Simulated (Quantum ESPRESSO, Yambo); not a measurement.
# CaO (Lime): G0W0 on several meshes in Yambo, part 2 of 2

Wanted: mesh dependence and cost of G0W0 for CaO (Lime).

Quantum ESPRESSO 7.5 and Yambo 5.3.0; PBE and many-body steps on it, plane waves. Known limits of the many-body steps: not at the basis limit; coarse k mesh.

So far. Step 4 (6×6×6): The gap on the mesh goes from 3.66 eV to 5.81 eV, a correction of +2.15 eV. Step 5 (Empty states on the mesh, 4×4×4 mesh, 142 bands): On this mesh the gap is 3.662 eV.

## (7) 4×4×4

This step: G0W0 on PBE, plane waves, norm-conserving pseudopotentials.

gw11.in reads:

```
HF_and_locXC
gw0
dyson
ppa
em1d
rim_cut
RandQpts= 1000000
RandGvec= 1 RL
EXXRLvcs= 72 Ry
VXCRLvcs= 288 Ry
Chimod= "HARTREE"
% BndsRnXp
 1 | 142 |
%
NGsBlkXp= 17 Ry
% LongDrXp
 1 | 1 | 1 |
%
% GbndRnge
 1 | 142 |
%
DysSolver= "n"
ExtendOut
PPAPntXp= 27.21138 eV
% QPkrange
 1 | 1 | 7 | 10 |
 7 | 7 | 7 | 10 |
%
```

Launch:

```sh
$ OMP_NUM_THREADS=1 mpirun -n 4 yambo -F gw11.in -J gw11 -C gw11 > gw11.log
```

Output:

```text
 Yambo, version 5.3.0

 [02] CORE Variables Setup
 =========================

  [... cell, symmetries and grids as in the set-up ...]

  [02.05] Energies & Occupations
  ==============================

  [X] === General ===
  [X] Electronic Temperature                        :  0.000000  0.000000 [eV K]
  [X] Bosonic    Temperature                        :  0.000000  0.000000 [eV K]
  [X] Finite Temperature mode                       : no
  [X] El. density                                   :  0.57403E+24 [cm-3]
  [X] Fermi Level                                   :  7.745084 [eV]

  [X] === Gaps and Widths ===
  [X] Conduction Band Min                           :  3.662475 [eV]
  [X] Valence Band Max                              :  0.000000 [eV]
  [X] Filled Bands                                  :   8
  [X] Empty Bands                                   :    9  142
  [X] Direct Gap                                    :  4.036914 [eV]
  [X] Direct Gap localized at k                     :   7
  [X] Indirect Gap                                  :  3.662475 [eV]
  [X] Indirect Gap between kpts                     :   1   7
  [X] Last valence band width                       :  1.179441 [eV]
  [X] 1st conduction band width                     :  3.369635 [eV]

 [03] Transferred momenta grid and indexing
 ==========================================

 IBZ Q-points                                      :   8
 BZ  Q-points                                      :   64

 K/Q-points units:
 rlu = crystal or reduced units; cc = cartesian coordinates; iku = interal k-units

 Q [1]          [rlu]:  0.000000  0.000000  0.000000
 Q [2]          [rlu]: -0.69343E-17 -0.69343E-17  0.25000
 Q [3]          [rlu]:  0.13869E-16  0.13869E-16 -0.50000
[...]
NLCC RL compoments                               :  15593
  PP Number of Atomic Species                      :  2
  NLCC RL compoments                               :  15593

 [xc] E_xc :  -8.751770 [Ha]
      E_xc :  -17.50354 [Ry]

  Local XC kind (lXC) : Perdew, Burke & Ernzerhof(X)+Perdew, Burke & Ernzerhof(C)
  Non-Local XC kind (nlXC) : Hartree-Fock

  Corrections @ K [1] :  [eV]
 <7|nlXC|7> = -24.55795  0.21404E-16 <7|lXC|7> = -19.38988 -0.14940E-20
 <8|nlXC|8> = -24.55793 -0.12909E-16 <8|lXC|8> = -19.38988 -0.94417E-16
 <9|nlXC|9> = -6.401456 -0.52264E-18 <9|lXC|9> = -10.88899 -0.25022E-19
[...]
Corrections @ K [7] :  [eV]
[...]
<9|nlXC|9> = -5.888649 -0.33571E-17 <9|lXC|9> = -11.42660  0.94378E-16
 <10|nlXC|10> = -8.842521  0.22261E-17 <10|lXC|10> = -16.11110  0.94402E-16

 [08] Dyson equation: Newton solver
 ==================================

  [08.01] G0W0 (W PPA)
  ====================

  [  GW  ] Bands range     :    1  142
  [GW/PPA] G damping       :  0.100000 [eV]

  QP @ state[ 1 ] K range:  1  1
  QP @ state[ 1 ] b range:   7  10
  QP @ state[ 2 ] K range:   7   7
  QP @ state[ 2 ] b range:   7  10

   Sc/G bands                                       :    1  142
   Sc/G damping                                     :  0.100000 ev
   Sc bands terminator                              : no
   Sx RL components                                 :  1989

   QP @ state[ 1 ] K range                          :  1  1
   QP @ state[ 1 ] b range                          :   7  10
   QP @ state[ 2 ] K range                          :   7   7
   QP @ state[ 2 ] b range                          :   7  10
   GF energies kind                                 : Perdew, Burke & Ernzerhof(X)+Perdew, Burke & Ernzerhof(C)
   GF WF`s kind                                     : Perdew, Burke & Ernzerhof(X)+Perdew, Burke & Ernzerhof(C)
   Xs energies kind                                 : Perdew, Burke & Ernzerhof(X)+Perdew, Burke & Ernzerhof(C)
   Xs WF`s kind                                     : Perdew, Burke & Ernzerhof(X)+Perdew, Burke & Ernzerhof(C)

 [11] Game Over & Game summary
```

It took 54 s on 4 MPI ranks of Arm Neoverse V2, shared host; peak memory 1.3 GiB; 3.5 min of CPU time.

Numbers from this step:

| Quantity | Value |
| --- | --- |
| G0W0 gap on the points computed | 5.811 eV |
| starting gap on the mesh | 3.662 eV |
| k of the valence top | 0, 0, 0 |
| k of the conduction bottom | 0, -0.5, -0.5 |
| least direct G0W0 gap on the computed points | 6.214 eV |
| Z at the valence top | 0.7815 |
| Z at the conduction bottom | 0.8503 |

Against G0W0 in Yambo (6×6×6 mesh, 142 bands, screening to 231.3 eV, Godby-Needs plasmon pole), the gap moves by −0.001 eV.

## (8) Empty states on the mesh, 8×8×8 mesh, 142 bands

This step: Quantum ESPRESSO 7.5; DFT, PBE, plane waves, norm-conserving pseudopotentials.

pw.in reads:

```
&control
  calculation = 'nscf'
  prefix = 'x'
  outdir = 'o'
  pseudo_dir = 'pseudo'
/
&system
  ibrav = 0
  nat = 2
  ntyp = 2
  ecutwfc = 72.0
  nbnd = 142
  force_symmorphic = .true.
/
&electrons
  conv_thr = 1e-9
  electron_maxstep = 80
  diago_full_acc = .true.
  diago_thr_init = 5e-6
/
ATOMIC_SPECIES
  Ca 40.078 Ca.upf
  O 15.999 O.upf
CELL_PARAMETERS angstrom
  -0.0000000000 2.4065000000 2.4065000000
  2.4065000000 -0.0000000000 2.4065000000
  2.4065000000 2.4065000000 -0.0000000000
ATOMIC_POSITIONS crystal
  Ca 0.0000000000 0.0000000000 0.0000000000
  O 0.5000000000 0.5000000000 0.5000000000
K_POINTS automatic
  8 8 8 0 0 0
```

Launch:

```sh
$ OMP_NUM_THREADS=1 mpirun -n 4 pw.x -nk 4 -in pw.in > pw.out
```

Output:

```text
[banner, memory and clock lines left out]
Program PWSCF v.7.5 starts

     Atomic positions and unit cell read from directory:
     o/x.save/

     Message from routine setup:
     using ibrav=0 with symmetry is DISCOURAGED, use correct ibrav instead

     G-vector sticks info

     bravais-lattice index     =            0
     lattice parameter (alat)  =       6.4313  a.u.
     unit-cell volume          =     188.0980 (a.u.)^3
     number of atoms/cell      =            2
     number of atomic types    =            2
     number of electrons       =        16.00
[...]
[... 6 further rows ...]
[...]
155.4336 156.7178 156.7178 158.1996 158.3506 158.3506

          k = 0.1768 0.1768-0.1768 (  1949 PWs)   bands (ev):

[...]
101.0371 102.8477 102.8477 104.5812 106.3422 106.8087 106.8087 108.0964
     [... 6 further rows ...]
   148.7931 151.1595 151.1595 151.1647 151.5455 151.5455 151.8292 151.8292
   153.8633 153.8633 154.1461 155.5229 159.2986 159.2986

          k = 0.2652 0.2652-0.2652 (  1925 PWs)   bands (ev):

     [... further k-points ...]

     highest occupied, lowest unoccupied level (ev):     7.7451   11.4076

     XML data file, pseudopotentials, collected wavefunctions
```

Run time: 17 s. Hardware: 4 MPI ranks; peak memory 0.28 GiB; 67 s of CPU time.

Numbers from this step:

| Item | Value |
| --- | --- |
| gap | 3.662 eV |
| k of the valence top | 0, 0, 0 |
| k of the conduction bottom | 0, -0.5, -0.5 |
| least direct gap | 4.037 eV |
| k points computed | 29 |
| lowest point of the top converged band, above the valence top | 146.8576 eV |

On this mesh the gap is 3.662 eV.

## (9) Conversion and set-up

This step: Yambo 5.3.0; conversion and set-up on PBE, plane waves, norm-conserving pseudopotentials.

Launch:

```sh
$ (cd o/x.save; p2y > p2y.log; mv SAVE ../..); yambo > setup.log
```

Output:

```text
 Yambo, version 5.3.0

 [02] CORE Variables Setup
 =========================

  [02.01] Unit cells
  ==================

  Cell kind             :  FCC
  Atoms in the cell     :  Ca  O
  number of Ca atoms    :  1
  number of O  atoms    :  1

  List of atomic masses
  Mass of Ca    :  40.07800
  Mass of O     :  15.99900

  List of atomic coordinates    : [cc]
  Ca1       :  0.000000  0.000000  0.000000  order 1
  O1       :  4.547626  4.547626  4.547626  order 2

  Alat factors          :  4.547626  4.547626  4.547626 [a.u.]
  Direct lattice volume :  188.0980 [a.u.]
[...]
Q [ 1]         [rlu]:  0.000000  0.000000  0.000000
 Q [ 2]         [rlu]:  0.36619E-18  0.36619E-18  0.12500
 Q [ 3]         [rlu]: -0.69343E-17 -0.69343E-17  0.25000
[...]
Q [ 8]         [rlu]: -0.27023E-16  0.12500      0.37500
 Q [ 9]         [rlu]: -0.16613E-16  0.12500      0.50000
 Q [10]         [rlu]:  0.13869E-16  0.12500     -0.37500
     [... 17 further rows ...]
 Q [28]         [rlu]:  0.125000 -0.500000 -0.375000
 Q [29]         [rlu]:  0.250000 -0.500000 -0.250000

  [03.01] X indexes
  =================

   [03.01.01] Sigma indexes
   ========================

 [06] Game Over & Game summary
```

Elapsed: 2.2 s, on 1 MPI rank; peak memory 0.24 GiB.

## (10) 8×8×8

This step: G0W0 on PBE, plane waves, norm-conserving pseudopotentials.

gw12.in, as its differences from gw11.in of step 7:

```diff
@@ -26,3 +26,3 @@
  1 | 1 | 7 | 10 |
- 7 | 7 | 7 | 10 |
+ 21 | 21 | 7 | 10 |
 %
```

Launch:

```sh
$ OMP_NUM_THREADS=1 mpirun -n 4 yambo -F gw12.in -J gw12 -C gw12 > gw12.log
```

Output:

```text
 Yambo, version 5.3.0

 [02] CORE Variables Setup
 =========================

  [... cell, symmetries and grids as in the set-up ...]

  [02.05] Energies & Occupations
  ==============================

  [X] === General ===
  [X] Electronic Temperature                        :  0.000000  0.000000 [eV K]
  [X] Bosonic    Temperature                        :  0.000000  0.000000 [eV K]
  [X] Finite Temperature mode                       : no
  [X] El. density                                   :  0.57403E+24 [cm-3]
[...]
QP @ state[ 1 ] b range                          :   7  10
   QP @ state[ 2 ] K range                          :  21  21
   QP @ state[ 2 ] b range                          :   7  10
   GF energies kind                                 : Perdew, Burke & Ernzerhof(X)+Perdew, Burke & Ernzerhof(C)
   GF WF`s kind                                     : Perdew, Burke & Ernzerhof(X)+Perdew, Burke & Ernzerhof(C)
   Xs energies kind                                 : Perdew, Burke & Ernzerhof(X)+Perdew, Burke & Ernzerhof(C)
   Xs WF`s kind                                     : Perdew, Burke & Ernzerhof(X)+Perdew, Burke & Ernzerhof(C)

 [11] Game Over & Game summary
```

The job ended after 14 min (4 MPI ranks; peak memory 2.1 GiB; 58 min of CPU time).

Numbers from this step:

* G0W0 gap on the points computed: 5.817 eV
* starting gap on the mesh: 3.662 eV
* k of the valence top: 0, 0, 0
* k of the conduction bottom: 0, -0.5, -0.5
* least direct G0W0 gap on the computed points: 6.212 eV

Against G0W0 in Yambo (6×6×6 mesh, 142 bands, screening to 231.3 eV, Godby-Needs plasmon pole), the gap moves by +0.006 eV.

## (11) The runs together

Times are wall times on 4 MPI ranks of Arm Neoverse V2, shared host, good to a factor of about two.

| run | mesh | bands | screening cutoff (eV) | DFT gap (eV) | gap on the mesh (eV) | direct (eV) | time |
| --- | --- | --- | --- | --- | --- | --- | --- |
| 6×6×6 | 6×6×6 | 142 | 231.3 | 3.662 | 5.811 | 6.209 | 4.2 min |
| 4×4×4 | 4×4×4 | 142 | 231.3 | 3.662 | 5.811 | 6.214 | 54 s |
| 8×8×8 | 8×8×8 | 142 | 231.3 | 3.662 | 5.817 | 6.212 | 14 min |

## (12) Results

```json
{"6×6×6": "5.811 eV", "4×4×4": "5.811 eV", "8×8×8": "5.817 eV", "known limits": "not at the basis limit; coarse k mesh"}
```

What this shows: 4×4×4: no change against 6×6×6. 8×8×8: +0.006 eV against 6×6×6. Bands and cutoff are finite, so the gap is not at the basis limit. The miss can reach some tenths of an eV and take either sign; the mesh is an error of its own. In the G0W0 runs levels were corrected at 2 k points alone, so a gap called «on the mesh» is the least over those, and an edge elsewhere would be missed.

[Paths, hosts, dates, memory and timing lines, banners, echoed tables and standing remarks are left out of the program output.]

[Logs are printed without paths, hosts, clocks, repeated set-up lines and the standing remarks that a program may print on its own settings, such as how far it seeks lower states.]

[Runs of the session that timed out or met a known fault of the program may be left out.]

[Hosts, paths, dates, database ids (printed as entryN), source tags and the programs' standing remarks are cut or masked in the printed files.]
